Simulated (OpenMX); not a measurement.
# In2O3 (R-3c) in OpenMX: a series of runs, part 2 of 2

OpenMX 3.8.5.

### Step 3. Single point, PBE, 12.61 Å³/atom

The input, In2O3.dat:

```
System.CurrrentDirectory             ./
System.Name                          In2O3
DATA.PATH                            ./DFT_DATA13
level.of.stdout                      1
level.of.fileout                     0
Species.Number                       2
<Definition.of.Atomic.Species
  In  In7.0-s3p2d1           In_PBE13
  O   O6.0-s2p2              O_PBE13
Definition.of.Atomic.Species>

Atoms.Number                         10
Atoms.SpeciesAndCoordinates.Unit     FRAC
<Atoms.SpeciesAndCoordinates
    1  In    0.8573100000    0.8573100000    0.8573100000   6.500  6.500
    2  In    0.6426900000    0.6426900000    0.6426900000   6.500  6.500
    3  In    0.1426900000    0.1426900000    0.1426900000   6.500  6.500
    4  In    0.3573100000    0.3573100000    0.3573100000   6.500  6.500
    5  O     0.0480000000    0.7500000000    0.4520000000   3.000  3.000
    6  O     0.7500000000    0.4520000000    0.0480000000   3.000  3.000
    7  O     0.4520000000    0.0480000000    0.7500000000   3.000  3.000
    8  O     0.9520000000    0.2500000000    0.5480000000   3.000  3.000
    9  O     0.2500000000    0.5480000000    0.9520000000   3.000  3.000
   10  O     0.5480000000    0.9520000000    0.2500000000   3.000  3.000
Atoms.SpeciesAndCoordinates>

Atoms.UnitVectors.Unit               Ang
<Atoms.UnitVectors
     2.7435000000    1.5839604635    4.8366666667
    -2.7435000000    1.5839604635    4.8366666667
     0.0000000000   -3.1679209270    4.8366666667
Atoms.UnitVectors>

scf.XcType                           GGA-PBE
scf.SpinPolarization                 off
scf.ElectronicTemperature            580.226
scf.energycutoff                     500.0
scf.maxIter                          100
scf.EigenvalueSolver                 band
scf.Kgrid                            7 7 7
scf.Mixing.Type                      rmm-diisk
scf.Init.Mixing.Weight               0.05
scf.Min.Mixing.Weight                0.001
scf.Max.Mixing.Weight                0.3
scf.Mixing.History                   25
scf.Mixing.StartPulay                8
scf.criterion                        1.0e-8
MD.Type                              nomd
```

Potentials or basis: OpenMX 2013 PBE set, In7.0-s3p2d1, O6.0-s2p2, fixed grid of 60 × 60 × 60 points.

Launch:

```
openmx In2O3.dat -nt 1 > In2O3.std
```

In2O3.out:

```text
Required cutoff energy (Ryd) for 3D-grids = 500.0000
      Used cutoff energy (Ryd) for 3D-grids = 487.8867, 487.8867, 487.8867
  Num. of grids of a-, b-, and c-axes = 60, 60, 60

  Num.Grid1.    60
  Num.Grid2.    60
  Num.Grid3.    60

  Cell_Volume =    851.026761387965 (Bohr^3)
  GridVol     =      0.003939938710 (Bohr^3)
  Cell vectors (bohr) of the grid cell (gtv)
    gtv_a =  0.086407720828,  0.049887520879,  0.152332911636
    gtv_b = -0.086407720828,  0.049887520879,  0.152332911636
    gtv_c =  0.000000000000, -0.099775041759,  0.152332911636
    |gtv_a| =  0.182099903695
    |gtv_b| =  0.182099903695
    |gtv_c| =  0.182099903694

***********************************************************

***********************************************************
                  SCF history at MD= 1
***********************************************************

   SCF=   1  NormRD=  1.000000000000  Uele= -53.063567996627
   SCF=   2  NormRD=  5.460582468181  Uele= -52.631794095711
   SCF=   3  NormRD=  5.438226053807  Uele= -52.620191020669
   SCF=   4  NormRD=  2.722077043528  Uele= -51.252557884888
   SCF=   5  NormRD=  1.116766523428  Uele= -50.420982382512
   SCF=   6  NormRD=  0.702440677474  Uele= -50.164190278565
   SCF=   7  NormRD=  0.507713387917  Uele= -50.126900694266
   SCF=   8  NormRD=  0.358766651055  Uele= -50.126506308818
   SCF=   9  NormRD=  0.029087847236  Uele= -50.142006411219
   SCF=  10  NormRD=  0.004785681602  Uele= -50.124381175881
   SCF=  11  NormRD=  0.000385222938  Uele= -50.119657572609
   SCF=  12  NormRD=  0.000061767041  Uele= -50.119584923072
   SCF=  13  NormRD=  0.000003225286  Uele= -50.119607107822
   SCF=  14  NormRD=  0.000000847617  Uele= -50.119599992143
   SCF=  15  NormRD=  0.000000428903  Uele= -50.119600687317
   SCF=  16  NormRD=  0.000000103449  Uele= -50.119600701089
[... 238 lines left out ...]
      7    O      3.303279294  3.303279294   6.606558587   0.000000000
      8    O      3.303279275  3.303279275   6.606558551   0.000000000
      9    O      3.303279289  3.303279289   6.606558577   0.000000000
     10    O      3.303279294  3.303279294   6.606558587   0.000000000

 Sum of MulP: up   =    44.00000 down          =    44.00000
              total=    88.00000 ideal(neutral)=    88.00000

  Decomposed Mulliken populations

    1   In          Up spin      Down spin     Sum           Diff
            multiple
  s           0    0.467954349  0.467954349   0.935908698   0.000000000
   sum over m      0.467954349  0.467954349   0.935908698   0.000000000
  s           1    0.007565966  0.007565966   0.015131931   0.000000000
   sum over m      0.007565966  0.007565966   0.015131931   0.000000000
  s           2   -0.000643917 -0.000643917  -0.001287833   0.000000000
   sum over m     -0.000643917 -0.000643917  -0.001287833   0.000000000
   sum over m+mul  0.474876398  0.474876398   0.949752796   0.000000000
  px          0    0.180696409  0.180696409   0.361392819   0.000000000
  py          0    0.180696365  0.180696365   0.361392729   0.000000000
  pz          0    0.180534967  0.180534967   0.361069933   0.000000000
   sum over m      0.541927741  0.541927741   1.083855481   0.000000000
  px          1    0.009339071  0.009339071   0.018678142   0.000000000
  py          1    0.009339058  0.009339058   0.018678117   0.000000000
  pz          1    0.008343108  0.008343108   0.016686215   0.000000000
[... 176 lines left out ...]
   sum over m      0.939317334  0.939317334   1.878634669   0.000000000
  s           1   -0.019314238 -0.019314238  -0.038628476   0.000000000
   sum over m     -0.019314238 -0.019314238  -0.038628476   0.000000000
   sum over m+mul  0.920003096  0.920003096   1.840006193   0.000000000
  px          0    0.780307575  0.780307575   1.560615149   0.000000000
  py          0    0.791625845  0.791625845   1.583251689   0.000000000
  pz          0    0.806991545  0.806991545   1.613983091   0.000000000
   sum over m      2.378924965  2.378924965   4.757849929   0.000000000
  px          1    0.001888511  0.001888511   0.003777023   0.000000000
  py          1   -0.000213526 -0.000213526  -0.000427052   0.000000000
  pz          1    0.002676247  0.002676247   0.005352494   0.000000000
   sum over m      0.004351233  0.004351233   0.008702465   0.000000000
   sum over m+mul  2.383276197  2.383276197   4.766552395   0.000000000

***********************************************************
       xyz-coordinates (Ang) and forces (Hartree/Bohr)
***********************************************************

<coordinates.forces
  10
    1    In    -0.00000  -0.00000  12.43957  -0.000222116525 -0.000040701456  0.005194782970
    2    In    -0.00000  -0.00000   9.32543  -0.000222122855  0.000040693909 -0.005194782084
    3    In     0.00000   0.00000   2.07043   0.000222116468  0.000040701465 -0.005194782970
    4    In     0.00000   0.00000   5.18457   0.000222122798 -0.000040693918  0.005194782083
    5     O    -1.92594  -0.16790   6.04583  -0.001924277324 -0.003479620951  0.000203128170
    6     O     0.81756   1.75186   6.04583  -0.001924275397  0.003479546766 -0.000203127197
    7     O     1.10837  -1.58396   6.04583   0.003415527178 -0.000000035350 -0.000000001036
    8     O     1.92594   0.16790   8.46417   0.001924277362  0.003479620950 -0.000203128177
    9     O    -0.81756  -1.75186   8.46417   0.001924275435 -0.003479546765  0.000203127204
   10     O    -1.10837   1.58396   8.46417  -0.003415527141  0.000000035350  0.000000001036
coordinates.forces>

***********************************************************
       Fractional coordinates of the final structure
***********************************************************

     1     In     0.85731000000000   0.85731000000000   0.85731000000000
     2     In     0.64269000000000   0.64269000000000   0.64269000000000
     3     In     0.14269000000000   0.14269000000000   0.14269000000000
     4     In     0.35731000000000   0.35731000000000   0.35731000000000
     5      O     0.04800000000000   0.75000000000000   0.45200000000000
     6      O     0.75000000000000   0.45200000000000   0.04800000000000
     7      O     0.45200000000000   0.04800000000000   0.75000000000000
     8      O     0.95200000000000   0.25000000000000   0.54800000000000
     9      O     0.25000000000000   0.54800000000000   0.95200000000000
    10      O     0.54800000000000   0.95200000000000   0.25000000000000
```

It took 4.3 min on 1 thread of Arm Neoverse V1, shared host; peak memory 1.5 GiB.

What came out:

```
Free energy            : -8913.4730 eV
Largest force          : 0.267 eV/Å
Band gap on the k mesh : 1.00 eV, indirect (least direct gap 1.04 eV)
Mulliken charges       : In +0.91; O -0.61 e
```

Caveat: the basis has few d functions beyond the semicore shells, which can make volumes several per cent too large; Mulliken charges move with the basis; spin-orbit coupling is left out, which moves the levels of the heavy elements; an odd mesh through Γ misses points on the zone boundary, where band edges often lie; the basis of atomic orbitals isn't converged, which shifts pressures, moduli and gaps.

### Step 4. Single point, PBE, 12.36 Å³/atom (volume scaled by 0.98)

In2O3.dat: that of step 3 with these lines changed.

```diff
@@ -28,5 +28,5 @@
 <Atoms.UnitVectors
-     2.7435000000    1.5839604635    4.8366666667
-    -2.7435000000    1.5839604635    4.8366666667
-     0.0000000000   -3.1679209270    4.8366666667
+     2.7250866935    1.5733295360    4.8042048385
+    -2.7250866935    1.5733295360    4.8042048385
+     0.0000000000   -3.1466590721    4.8042048385
 Atoms.UnitVectors>
@@ -36,3 +36,2 @@
 scf.ElectronicTemperature            580.226
-scf.energycutoff                     500.0
 scf.maxIter                          100
@@ -48 +47,3 @@
 MD.Type                              nomd
+scf.Ngrid                            60 60 60
+scf.energycutoff                     500.0
```

Launch:

```
openmx In2O3.dat -nt 1 > In2O3.std
```

It took 4.3 min on 1 thread of Arm Neoverse V1, shared host; peak memory 1.5 GiB.

Results (log left out):

- Free energy: -8913.2269 eV
- Largest force: 0.309 eV/Å
- Band gap on the k mesh: 1.17 eV, indirect (least direct gap 1.18 eV)
- Mulliken charges: In +0.92; O -0.61 e

Caveat: the basis has few d functions beyond the semicore shells, which can make volumes several per cent too large; Mulliken charges move with the basis; spin-orbit coupling is left out, which moves the levels of the heavy elements; an odd mesh through Γ misses points on the zone boundary, where band edges often lie; the basis of atomic orbitals isn't converged, which shifts pressures, moduli and gaps.

### Step 5. Single point, PBE, 12.86 Å³/atom (volume scaled by 1.02)

In2O3.dat: that of step 4 with these lines changed.

```diff
@@ -28,5 +28,5 @@
 <Atoms.UnitVectors
-     2.7250866935    1.5733295360    4.8042048385
-    -2.7250866935    1.5733295360    4.8042048385
-     0.0000000000   -3.1466590721    4.8042048385
+     2.7616694037    1.5944505736    4.8686985053
+    -2.7616694037    1.5944505736    4.8686985053
+     0.0000000000   -3.1889011472    4.8686985053
 Atoms.UnitVectors>
```

Launch:

```
openmx In2O3.dat -nt 1 > In2O3.std
```

Run time: 4.2 min. Hardware: 1 thread of Arm Neoverse V1, shared host; peak memory 1.4 GiB.

Results (log left out):

| Quantity | Value |
| --- | --- |
| Free energy | -8913.6518 eV |
| Largest force | 0.250 eV/Å |
| Band gap on the k mesh | 0.85 eV, indirect (least direct gap 0.89 eV) |
| Mulliken charges | In +0.90; O -0.60 e |

Caveat: the basis has few d functions beyond the semicore shells, which can make volumes several per cent too large; Mulliken charges move with the basis; spin-orbit coupling is left out, which moves the levels of the heavy elements; an odd mesh through Γ misses points on the zone boundary, where band edges often lie; the basis of atomic orbitals isn't converged, which shifts pressures, moduli and gaps.

### Step 6. Single point, PBE, 12.11 Å³/atom (volume scaled by 0.96)

In2O3.dat: that of step 5 with these lines changed.

```diff
@@ -28,5 +28,5 @@
 <Atoms.UnitVectors
-     2.7616694037    1.5944505736    4.8686985053
-    -2.7616694037    1.5944505736    4.8686985053
-     0.0000000000   -3.1889011472    4.8686985053
+     2.7064211304    1.5625529681    4.7712982932
+    -2.7064211304    1.5625529681    4.7712982932
+     0.0000000000   -3.1251059363    4.7712982932
 Atoms.UnitVectors>
```

Potentials or basis: OpenMX 2013 PBE set, In7.0-s3p2d1, O6.0-s2p2, fixed grid of 60 × 60 × 60 points.

Launch:

```
openmx In2O3.dat -nt 1 > In2O3.std
```

Run time: 4.4 min. Hardware: 1 thread of Arm Neoverse V1, shared host; peak memory 1.5 GiB.

Results (log left out):

- Free energy: -8912.9057 eV
- Largest force: 0.377 eV/Å
- Band gap on the k mesh: 1.33 eV, direct
- Mulliken charges: In +0.93; O -0.62 e

Caveat: the basis has few d functions beyond the semicore shells, which can make volumes several per cent too large; Mulliken charges move with the basis; spin-orbit coupling is left out, which moves the levels of the heavy elements; the basis of atomic orbitals isn't converged, which shifts pressures, moduli and gaps.

### Step 7. Single point, PBE, 13.12 Å³/atom (volume scaled by 1.04)

In2O3.dat: that of step 6 with these lines changed.

```diff
@@ -28,5 +28,5 @@
 <Atoms.UnitVectors
-     2.7064211304    1.5625529681    4.7712982932
-    -2.7064211304    1.5625529681    4.7712982932
-     0.0000000000   -3.1251059363    4.7712982932
+     2.7796028244    1.6048044389    4.9003143165
+    -2.7796028244    1.6048044389    4.9003143165
+     0.0000000000   -3.2096088777    4.9003143165
 Atoms.UnitVectors>
```

Launch:

```
openmx In2O3.dat -nt 1 > In2O3.std
```

Wall time 4.1 min (1 thread of Arm Neoverse V1, shared host); peak memory 1.4 GiB.

Results (log left out):

```yaml
Free_energy: -8913.7700 eV
Largest_force: 0.221 eV/Å
Band_gap_on_the_k_mesh: 0.69 eV, indirect (least direct gap 0.76 eV)
Mulliken_charges: In +0.90; O -0.60 e
```

Caveat: the basis has few d functions beyond the semicore shells, which can make volumes several per cent too large; Mulliken charges move with the basis; spin-orbit coupling is left out, which moves the levels of the heavy elements; an odd mesh through Γ misses points on the zone boundary, where band edges often lie; the basis of atomic orbitals isn't converged, which shifts pressures, moduli and gaps.

### Step 8. Single point, PBE, 11.85 Å³/atom (volume scaled by 0.94)

In2O3.dat: that of step 7 with these lines changed.

```diff
@@ -28,5 +28,5 @@
 <Atoms.UnitVectors
-     2.7796028244    1.6048044389    4.9003143165
-    -2.7796028244    1.6048044389    4.9003143165
-     0.0000000000   -3.2096088777    4.9003143165
+     2.6874944893    1.5516256668    4.7379314792
+    -2.6874944893    1.5516256668    4.7379314792
+     0.0000000000   -3.1032513336    4.7379314792
 Atoms.UnitVectors>
```

Launch:

```
openmx In2O3.dat -nt 1 > In2O3.std
```

It took 4.4 min on 1 thread of Arm Neoverse V1, shared host; peak memory 1.6 GiB.

The run converged. Its results:

```yaml
Free_energy: -8912.5004 eV
Largest_force: 0.405 eV/Å
Band_gap_on_the_k_mesh: 1.49 eV, direct
Mulliken_charges: In +0.93; O -0.62 e
```

Caveat: the basis has few d functions beyond the semicore shells, which can make volumes several per cent too large; Mulliken charges move with the basis; spin-orbit coupling is left out, which moves the levels of the heavy elements; the basis of atomic orbitals isn't converged, which shifts pressures, moduli and gaps.

### Step 9. Single point, PBE, 13.37 Å³/atom (volume scaled by 1.06)

In2O3.dat: that of step 8 with these lines changed.

```diff
@@ -28,5 +28,5 @@
 <Atoms.UnitVectors
-     2.6874944893    1.5516256668    4.7379314792
-    -2.6874944893    1.5516256668    4.7379314792
-     0.0000000000   -3.1032513336    4.7379314792
+     2.7973077783    1.6150263988    4.9315273511
+    -2.7973077783    1.6150263988    4.9315273511
+     0.0000000000   -3.2300527976    4.9315273511
 Atoms.UnitVectors>
```

Potentials or basis: OpenMX 2013 PBE set, In7.0-s3p2d1, O6.0-s2p2, fixed grid of 60 × 60 × 60 points.

Launch:

```
openmx In2O3.dat -nt 1 > In2O3.std
```

Wall time 4 min (1 thread of Arm Neoverse V1, shared host); peak memory 1.4 GiB.

It converged, with:

```
Free energy            : -8913.8339 eV
Largest force          : 0.205 eV/Å
Band gap on the k mesh : 0.54 eV, indirect (least direct gap 0.62 eV)
Mulliken charges       : In +0.89; O -0.59 e
```

Caveat: the basis has few d functions beyond the semicore shells, which can make volumes several per cent too large; Mulliken charges move with the basis; spin-orbit coupling is left out, which moves the levels of the heavy elements; an odd mesh through Γ misses points on the zone boundary, where band edges often lie; the basis of atomic orbitals isn't converged, which shifts pressures, moduli and gaps.

### Step 10. Equation of state, PBE

Potentials or basis: OpenMX 2013 PBE set, In7.0-s3p2d1, O6.0-s2p2, fixed grid of 60 × 60 × 60 points.

This step only gathers the single runs of the series.

Results:

| Quantity | Value |
| --- | --- |
| Equilibrium volume | 13.58 Å³/atom (rough: see the caveat) |
| Bulk modulus at fixed shape and positions | 152 GPa (rough) |

Energy against volume, from the lowest point:
```csv
volume (Å³/atom),energy (meV/atom)
11.854,133.35
12.106,92.83
12.359,60.70
12.611,36.10
12.863,18.21
13.115,6.39
13.368,0.00
```

Caveat: the basis has few d functions beyond the semicore shells, which can make volumes several per cent too large; the minimum lies outside the volumes run; volumes in these bases differ from converged ones by about 1 %, for some elements by several; the cell was scaled at fixed shape and fractional positions, which overstates the stiffness of a crystal with free parameters, most of all of layers and chains; the basis of atomic orbitals isn't converged, which shifts pressures, moduli and gaps.

### Step 11. Comparison with measurements

Step 2. Measured gap of In2O3: 3.08 eV (optical; powder; “Fabrication and performance enhancement of an In2O3/BiVO4 heterojunction for N-butanol gas sensing applications”, 2024, pmc:11650617). This calculation gives 1.00 eV (-2.08 eV). So large a miss can be the level of theory's own, or it may mean another phase, state or a wrong row. Spin-orbit coupling on In is left out. The value is that of PBE in an atomic basis (OpenMX 2013 PBE set, In7.0-s3p2d1, O6.0-s2p2, grid cutoff 500 Ry), whose error adds to the functional's,, without temperature or zero-point motion. Semilocal functionals fall short of measured gaps as a rule.
